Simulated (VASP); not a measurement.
# GaAs (F-43m) in VASP: settings compared

The runs below take GaAs through relaxation of cell and atoms, single point, with RPBE, LDA, r2SCAN.

Program: VASP 6.6.1. These are calculated values, not measurements. Logs are shortened: lines on timing, memory, paths and dates and some standing lists are left out, and cuts for length are marked.

**Measured values to compare with.**

“Evidence of valence band perturbations in GaAsN/GaAs(001): A combined variable-angle spectroscopic ellipsometry and modulated photoreflectance investigation”, 2008, arxiv:0805.2212 reports, for a bulk crystal of GaAs at 300 K: band gap 1.418 ± 0.005 eV (direct).

The runs below are set against these values where they give the same quantity.

## Step 1: The crystal as given

It takes space group F-43m (No. 216, cubic). The conventional cell has a = 5.809 Å, b = 5.809 Å, c = 5.809 Å, α = 90.00°, β = 90.00°, γ = 90.00°. Ga (site symmetry -43m) is surrounded by 4 As at 2.52 Å. As (site symmetry -43m) is surrounded by 4 Ga at 2.52 Å.

## Step 2: Relaxation of cell and atoms, RPBE

Contents of INCAR:

```
SYSTEM = GaAs
PREC     = Accurate       ! precision mode
ENCUT    = 600            ! plane-wave cutoff, eV
EDIFF    = 1E-7           ! SCF threshold, eV
ISMEAR   = 0              ! smearing method
SIGMA    = 0.03           ! smearing width, eV
LREAL    = .FALSE.        ! projectors in reciprocal space
LASPH    = .TRUE.         ! aspherical terms in the spheres
NELM     = 80             ! most SCF steps
ALGO     = Normal         ! electronic algorithm
ISIF     = 3              ! what is computed and relaxed
LWAVE    = .FALSE.        ! write WAVECAR
LCHARG   = .FALSE.        ! write CHGCAR
GGA      = RP             ! functional
IBRION   = 2              ! ionic algorithm
NSW      = 90             ! ionic steps
EDIFFG   = -0.005         ! ionic threshold
```

Contents of KPOINTS:

```
regular mesh
0
G
  10 10 10
  0 0 0
```

Contents of POSCAR:

```
GaAs                                    
1.0
   -0.0000000000      2.9044622537      2.9044622537
    2.9044622537      0.0000000000      2.9044622537
    2.9044622537      2.9044622537     -0.0000000000
  Ga              As            
     1     1
Direct
     0.0000000000000000    0.0000000000000000    0.0000000000000000
     0.2500000000000000    0.2500000000000000    0.2500000000000000
```

Potentials or basis: VASP PAW PBE potentials, release 64 (Ga_d, As).

Command:

```console
> cat potpaw_PBE.64/Ga_d/POTCAR potpaw_PBE.64/As/POTCAR > POTCAR
> mpirun -np 1 vasp_std > vasp.out
```

OUTCAR:

```text
SYSTEM = GaAs
   PREC = Accurate
   ENCUT = 600
   EDIFF = 1E-7
   ISMEAR = 0
   LREAL = .FALSE.
   LASPH = .TRUE.
   NELM = 80
   ISIF = 3
   GGA = RP
   IBRION = 2
   NSW = 90
   EDIFFG = -0.005

 ion  position               nearest neighbor table
   1  0.000  0.000  0.000-   2 2.52   2 2.52   2 2.52   2 2.52
   2  0.250  0.250  0.250-   1 2.52   1 2.52   1 2.52   1 2.52

  LATTYP: Found a face centered cubic cell.
 ALAT       =     5.8089245074

  Lattice vectors:

 A1 = (   0.0000000000,   2.9044622537,   2.9044622537)
 A2 = (   2.9044622537,   0.0000000000,   2.9044622537)
 A3 = (   2.9044622537,   2.9044622537,   0.0000000000)

Analysis of symmetry for initial positions (statically):
=====================================================================
 Subroutine PRICEL returns:
 Original cell was already a primitive cell.

 Routine SETGRP: Setting up the symmetry group for a
 face centered cubic supercell.

 Subroutine GETGRP returns: Found 24 space group operations
 (whereof 24 operations were pure point group operations)
 out of a pool of 48 trial point group operations.

The static configuration has the point symmetry T_d .

Analysis of symmetry for dynamics (positions and initial velocities):
=====================================================================
 Subroutine PRICEL returns:
 Original cell was already a primitive cell.

 Routine SETGRP: Setting up the symmetry group for a
 face centered cubic supercell.

 Subroutine GETGRP returns: Found 24 space group operations
 (whereof 24 operations were pure point group operations)
 out of a pool of 48 trial point group operations.

The dynamic configuration has the point symmetry T_d .

 Subroutine INISYM returns: Found 24 space group operations
 (whereof 24 operations are pure point group operations),
 and found     1 'primitive' translations

----------------------------------------------------------------------------------------

                                     Primitive cell

  volume of cell :      49.0035

  direct lattice vectors                    reciprocal lattice vectors
     0.000000000  2.904462254  2.904462254    -0.172148906  0.172148906  0.172148906
     2.904462254  0.000000000  2.904462254     0.172148906 -0.172148906  0.172148906
     2.904462254  2.904462254  0.000000000     0.172148906  0.172148906 -0.172148906

  length of vectors
     4.107529911  4.107529911  4.107529911     0.298170652  0.298170652  0.298170652

  position of ions in fractional coordinates (direct lattice)
     0.000000000  0.000000000  0.000000000
     0.250000000  0.250000000  0.250000000

  ion indices of the primitive-cell ions
   primitive index   ion index
                 1           1
                 2           2

----------------------------------------------------------------------------------------

 KPOINTS: regular mesh

Automatic generation of k-mesh.
 Grid dimensions read from file:
 generate k-points for:   10   10   10

 Generating k-lattice:

  Cartesian coordinates                     Fractional coordinates (reciprocal lattice)
    -0.017214891  0.017214891  0.017214891     0.100000000  0.000000000  0.000000000
     0.017214891 -0.017214891  0.017214891     0.000000000  0.100000000  0.000000000
     0.017214891  0.017214891 -0.017214891     0.000000000  0.000000000  0.100000000

  Length of vectors
     0.029817065  0.029817065  0.029817065

  Shift w.r.t. Gamma in fractional coordinates (k-lattice)
     0.000000000  0.000000000  0.000000000

 Subroutine IBZKPT returns following result:
 ===========================================

 Found     47 irreducible k-points:

 Following reciprocal coordinates:
            Coordinates               Weight
  0.000000  0.000000  0.000000      1.000000
  0.100000  0.000000  0.000000      8.000000
  0.200000  0.000000  0.000000      8.000000
  0.300000  0.000000  0.000000      8.000000
  0.400000  0.000000  0.000000      8.000000
  0.500000  0.000000  0.000000      4.000000
[... 16 lines left out ...]
  0.300000  0.300000  0.000000      6.000000
[... 42 lines left out ...]
  free energy    TOTEN  =        -7.60019450 eV

  energy without entropy =       -7.60016577  energy(sigma->0) =       -7.60018013

 E-fermi :   3.3403     XC(G=0):  -9.0449

 val. band max:        3.3086846321   @ k =   0.0000   0.0000   0.0000
 cond. band min:       3.3578639170   @ k =   0.0000   0.0000   0.0000
 fundamental gap:      0.0491792849
 Fermi energy:         3.3403107144

 k-point     1 :       0.0000    0.0000    0.0000
  band No.  band energies     occupation
      1     -11.3719      2.00000
      2     -11.3719      2.00000
      3     -11.3719      2.00000
      4     -11.3110      2.00000
      5     -11.3110      2.00000
      6      -8.8236      2.00000
      7       3.3087      1.86402
      8       3.3087      1.86400
      9       3.3087      1.86400
     10       3.3579      0.40797
     11       7.0428      0.00000
     12       7.0428      0.00000
     13       7.0428      0.00000

 k-point     2 :       0.1000    0.0000    0.0000
  band No.  band energies     occupation
      1     -11.3777      2.00000
      2     -11.3702      2.00000
      3     -11.3702      2.00000
      4     -11.3111      2.00000
      5     -11.3111      2.00000
      6      -8.7200      2.00000
      7       1.7466      2.00000
      8       3.1705      2.00000
      9       3.1705      2.00000
     10       4.4659      0.00000
     11       7.2490      0.00000
     12       7.2536      0.00000
     13       7.2536      0.00000

 k-point     3 :       0.2000    0.0000    0.0000
  band No.  band energies     occupation
      1     -11.3923      2.00000
      2     -11.3659      2.00000
      3     -11.3659      2.00000
      4     -11.3110      2.00000
      5     -11.3110      2.00000
      6      -8.4225      2.00000
      7       0.1199      2.00000
      8       2.8670      2.00000
      9       2.8670      2.00000
     10       4.6806      0.00000
     11       7.6784      0.00000
     12       7.6785      0.00000
     13       8.2516      0.00000
[... 305 lines left out ...]
 k-point    23 :       0.3000    0.3000    0.0000
  band No.  band energies     occupation
      1     -11.4289      2.00000
      2     -11.3483      2.00000
      3     -11.3483      2.00000
      4     -11.3219      2.00000
      5     -11.3046      2.00000
      6      -7.6819      2.00000
      7      -1.3974      2.00000
      8       1.5015      2.00000
      9       1.5015      2.00000
     10       5.1701      0.00000
     11       6.2219      0.00000
     12      10.4415      0.00000
     13      10.4415      0.00000

 k-point    24 :       0.4000    0.3000    0.0000
  band No.  band energies     occupation
      1     -11.4382      2.00000
      2     -11.3448      2.00000
      3     -11.3438      2.00000
      4     -11.3233      2.00000
      5     -11.3037      2.00000
      6      -7.3043      2.00000
      7      -2.1081      2.00000
      8       1.0110      2.00000
      9       1.3052      2.00000
     10       5.2969      0.00000
     11       6.1943      0.00000
     12      10.3226      0.00000
     13      10.9110      0.00000

 [... further k-points ...]
[... 5 lines left out ...]
  --------------------------------------------------------------------------------------
  -------------------------------------------------------------------------------------
  Total       -0.0061031     -0.0061031     -0.0061031      0.0000000      0.0000000     -0.0000000
  in kB       -0.1995428     -0.1995428     -0.1995428      0.0000000      0.0000000     -0.0000000
  external PRESSURE =      -0.1995428 kB  Pullay stress =       0.0000000 kB

 VOLUME and BASIS-vectors are now :
 -----------------------------------------------------------------------------
  energy-cutoff  :      600.00
  volume of cell :       49.00
      direct lattice vectors                 reciprocal lattice vectors
     0.000000000  2.904462254  2.904462254    -0.172148906  0.172148906  0.172148906
     2.904462254  0.000000000  2.904462254     0.172148906 -0.172148906  0.172148906
     2.904462254  2.904462254  0.000000000     0.172148906  0.172148906 -0.172148906

 POSITION                                       TOTAL-FORCE (eV/Angst)
 -----------------------------------------------------------------------------------
      0.00000      0.00000      0.00000        -0.000000     -0.000000     -0.000000
      1.45223      1.45223      1.45223         0.000000      0.000000      0.000000
 -----------------------------------------------------------------------------------
    total drift:                                0.000001      0.000001      0.000001

  FREE ENERGIE OF THE ION-ELECTRON SYSTEM (eV)
  ---------------------------------------------------
  free  energy   TOTEN  =        -7.6001944995 eV

  energy  without entropy=       -7.6001657695  energy(sigma->0) =       -7.60018013

 reached required accuracy - stopping structural energy minimisation
```

It took 17 s on 1 thread of Intel Xeon 6975P-C (Granite Rapids), shared host; peak memory 0.22 GiB.

Results:

```
Free energy             : -7.6002 eV
Pressure after relaxing : 0.0 GPa
Band gap on the k mesh  : 0.05 eV, direct
```

Final structure:
```cif
data_structure
_symmetry_space_group_name_H-M 'P 1'
_symmetry_Int_Tables_number 1
_cell_length_a 4.1075
_cell_length_b 4.1075
_cell_length_c 4.1075
_cell_angle_alpha 60.000
_cell_angle_beta 60.000
_cell_angle_gamma 60.000
_cell_volume 49.00
loop_
_atom_site_label
_atom_site_type_symbol
_atom_site_fract_x
_atom_site_fract_y
_atom_site_fract_z
_atom_site_occupancy
Ga1 Ga 0.00000 0.00000 0.00000 1
As1 As 0.25000 0.25000 0.25000 1
```

Levels at points of the mesh, in eV from the valence-band top:
| k point | band 6 | band 7 | band 8 | band 9 | band 10 | band 11 | band 12 | band 13 |
| --- | --- | --- | --- | --- | --- | --- | --- | --- |
| (0.00, 0.00, 0.00) | -12.13 | 0.00 | 0.00 | 0.00 | 0.05 | 3.73 | 3.73 | 3.73 |
| (0.50, 0.00, 0.00) | -10.61 | -6.17 | -1.02 | -1.02 | 0.88 | 4.64 | 4.64 | 7.83 |
| (0.50, 0.50, 0.00) | -9.98 | -6.41 | -2.39 | -2.39 | 1.72 | 1.77 | 9.59 | 9.59 |

Caveat: the relaxation stopped at its first step, so nothing moved; the PAW data sets were made with another functional, which shifts forces and pressure a little. As with any semilocal functional, this RPBE gap is likely too small.

## Step 3: Single point, LDA

This run uses another cell than the first one, of 22.59 Å³/atom, 0.922 times its volume.

Contents of INCAR:

```
ALGO = Normal
EDIFF = 1E-6
ENCUT = 520
GGA = CA
ISIF = 2
ISMEAR = 0
KPAR = 4
LASPH = T
LCHARG = F
LREAL = F
LWAVE = F
NBANDS = 16
NELM = 80
PREC = Accurate
SIGMA = 0.03
```

Contents of KPOINTS:

```
k-points
0
Gamma
  6 6 6
```

Contents of POSCAR:

```
GaAs
1.0
    0.0000000000      2.8268500000      2.8268500000
    2.8268500000      0.0000000000      2.8268500000
    2.8268500000      2.8268500000      0.0000000000
Ga As
1 1
Direct
    0.0000000000      0.0000000000      0.0000000000
    0.2500000000      0.2500000000      0.2500000000
```

Potentials or basis: VASP PAW LDA potentials, release 64 (Ga_d, As).

Command:

```console
> cat potpaw_LDA.64/Ga_d/POTCAR potpaw_LDA.64/As/POTCAR > POTCAR
> mpirun -np 4 vasp_std > vasp.out
```

Run time: 3.8 s. Hardware: 4 MPI ranks of Intel Xeon 6975P-C (Granite Rapids), shared host; peak memory 0.14 GiB.

The run converged. Its results:

```
Free energy            : -9.6096 eV
Pressure               : -1.6 GPa
Band gap on the k mesh : 0.33 eV, direct
```

Levels at points of the mesh, in eV from the valence-band top:
```csv
k point,band 7,band 8,band 9,band 10,band 11,band 12
"(0.00, 0.00, 0.00)",0.00,0.00,0.00,0.33,3.67,3.67
"(0.50, 0.00, 0.00)",-6.70,-1.15,-1.15,0.86,4.57,4.57
"(0.50, 0.50, 0.00)",-6.88,-2.69,-2.69,1.33,1.55,10.04
```

## Step 4: Relaxation of cell and atoms, r2SCAN

This run uses another cell than the first one, of 22.59 Å³/atom, 0.922 times its volume.

Contents of INCAR:

```
PREC = Accurate
ENCUT = 600
EDIFF = 1E-6
ISMEAR = 0
SIGMA = 0.03
LREAL = False
LASPH = True
NELM = 80
ALGO = Normal
ISIF = 3
LWAVE = False
LCHARG = False
METAGGA = R2SCAN
LMIXTAU = True
IBRION = 2
NSW = 90
EDIFFG = -0.01
```

Contents of KPOINTS:

```
regular mesh
0
Gamma
  10 10 10
```

POSCAR is that of step 3.

Potentials or basis: VASP PAW PBE potentials, release 64 (Ga_d, As).

Command:

```console
> cat potpaw_PBE.64/Ga_d/POTCAR potpaw_PBE.64/As/POTCAR > POTCAR
> mpirun -np 1 vasp_std > vasp.out
```

Wall time 2.2 min (1 thread of Intel Xeon 6975P-C (Granite Rapids), shared host); peak memory 0.22 GiB.

Results (log left out):

| Quantity | Value |
| --- | --- |
| Free energy | -27.0569 eV |
| Relaxed volume | 22.78 Å³/atom |
| Relaxed cell | a = 4.009 Å, b = 4.009 Å, c = 4.009 Å, α = 60.00°, β = 60.00°, γ = 60.00° |
| Space group after relaxing (to 0.05 Å) | F-43m (No. 216) |
| Energy gained by relaxing | 0.3 meV/atom |
| Ionic steps | 5 |
| Pressure after relaxing | 0.0 GPa |
| Band gap on the k mesh | 0.93 eV, direct |

Step by step:
```
step  energy change (eV)  largest force (eV/Å)  pressure (GPa)  volume (Å³)
   1              0.0000                0.0000            0.59        45.18
   2             -0.0004                0.0000           -0.30        45.72
   3             -0.0006                0.0000            0.14        45.52
   4             -0.0006                0.0000           -0.09        45.58
   5             -0.0006                0.0000           -0.05        45.56
```

Final structure:
```cif
data_structure
_symmetry_space_group_name_H-M 'P 1'
_symmetry_Int_Tables_number 1
_cell_length_a 4.0089
_cell_length_b 4.0089
_cell_length_c 4.0089
_cell_angle_alpha 60.000
_cell_angle_beta 60.000
_cell_angle_gamma 60.000
_cell_volume 45.56
loop_
_atom_site_label
_atom_site_type_symbol
_atom_site_fract_x
_atom_site_fract_y
_atom_site_fract_z
_atom_site_occupancy
Ga1 Ga 0.00000 0.00000 0.00000 1
As1 As 0.25000 0.25000 0.25000 1
```

Levels at points of the mesh, in eV from the valence-band top:
| k point | band 7 | band 8 | band 9 | band 10 | band 11 | band 12 |
| --- | --- | --- | --- | --- | --- | --- |
| (0.00, 0.00, 0.00) | 0.00 | 0.00 | 0.00 | 0.93 | 4.04 | 4.04 |
| (0.50, 0.00, 0.00) | -6.77 | -1.17 | -1.17 | 1.34 | 4.99 | 4.99 |
| (0.50, 0.50, 0.00) | -6.95 | -2.75 | -2.75 | 1.77 | 1.95 | 10.79 |

Caveat: the PAW data sets were made with another functional, which shifts forces and pressure a little. Zero-point motion and thermal expansion aren't in these numbers.

## Step 5: Relaxation of cell and atoms, r2SCAN

This run uses another cell than the first one, of 22.78 Å³/atom, 0.930 times its volume.

INCAR, as its differences from that of step 4:

```diff
@@ -2,3 +2,3 @@
 ENCUT = 600
-EDIFF = 1E-6
+EDIFF = 1E-7
 ISMEAR = 0
@@ -16,2 +16,2 @@
 NSW = 90
-EDIFFG = -0.01
+EDIFFG = -0.005
```

KPOINTS is that of step 4.

Contents of POSCAR:

```
GaAs                                    
1.0
   -0.0000000000      2.8347133399      2.8347133399
    2.8347133399      0.0000000000      2.8347133399
    2.8347133399      2.8347133399      0.0000000000
  Ga              As            
     1     1
Direct
     0.0000000000000000    0.0000000000000000    0.0000000000000000
     0.2500000000000000    0.2500000000000000    0.2500000000000000
```

Command:

```console
> cat potpaw_PBE.64/Ga_d/POTCAR potpaw_PBE.64/As/POTCAR > POTCAR
> mpirun -np 1 vasp_std > vasp.out
```

It took 51 s on 1 thread of Intel Xeon 6975P-C (Granite Rapids), shared host; peak memory 0.2 GiB.

The run converged. Its results:

- Free energy: -27.0570 eV
- Pressure after relaxing: 0.0 GPa
- Band gap on the k mesh: 0.93 eV, direct

Final structure:
```
Ga As
1.0
     0.00000    2.83471    2.83471
     2.83471    0.00000    2.83471
     2.83471    2.83471    0.00000
Ga As
1 1
Direct
  0.00000 0.00000 0.00000
  0.25000 0.25000 0.25000
```

Levels at points of the mesh, in eV from the valence-band top:
```csv
k point,band 6,band 7,band 8,band 9,band 10,band 11,band 12,band 13
"(0.00, 0.00, 0.00)",-13.15,0.00,0.00,0.00,0.93,4.04,4.04,4.04
"(0.50, 0.00, 0.00)",-11.32,-6.77,-1.17,-1.17,1.34,4.98,4.98,8.28
"(0.50, 0.50, 0.00)",-10.56,-6.95,-2.75,-2.75,1.77,1.95,10.79,10.79
```

Caveat: the relaxation stopped at its first step, so nothing moved; the PAW data sets were made with another functional, which shifts forces and pressure a little. A k mesh can miss the band edges.

## Step 6: The runs side by side

| task | level | potentials or basis | cell | k mesh | cutoff (eV) | gap on the mesh (eV) | pressure (GPa) |
| --- | --- | --- | --- | --- | --- | --- | --- |
| relaxation of cell and atoms | RPBE | VASP PAW PBE potentials, release 64 (Ga_d, As) | relaxed | 10 × 10 × 10 | 600 | 0.05 | 0.0 |
| single point | LDA | VASP PAW LDA potentials, release 64 (Ga_d, As) | F-43m, 22.59 Å³/atom | 6 × 6 × 6 | 520 | 0.33 | -1.6 |
| relaxation of cell and atoms | r2SCAN | VASP PAW PBE potentials, release 64 (Ga_d, As) | relaxed | 10 × 10 × 10 | 600 | 0.93 | 0.0 |

Alike in all rows: no spin polarisation; smearing gaussian 0.03 eV.

Caveats: the relaxation stopped at its first step, so nothing moved (some runs); the PAW data sets were made with another functional, which shifts forces and pressure a little (some runs).

Total energies depend on the potentials used, so only differences within one code and one set of settings carry meaning.

## Step 7: Against experiment

Step 3. Measured gap of GaAs: 1.418 eV (direct; 300 K; “Evidence of valence band perturbations in GaAsN/GaAs(001): A combined variable-angle spectroscopic ellipsometry and modulated photoreflectance investigation”, 2008, arxiv:0805.2212). This calculation gives 0.33 eV (-1.09 eV). So large a miss can be the level of theory's own, or it may mean another phase, state or a wrong row. 3 values of this kind are on record (1.412 to 1.51 eV); this one was drawn at random among those near their median, those with a stated uncertainty first. Spin-orbit coupling on As, Ga is left out. The value is that of LDA, without temperature or zero-point motion. Semilocal functionals fall short of measured gaps as a rule.
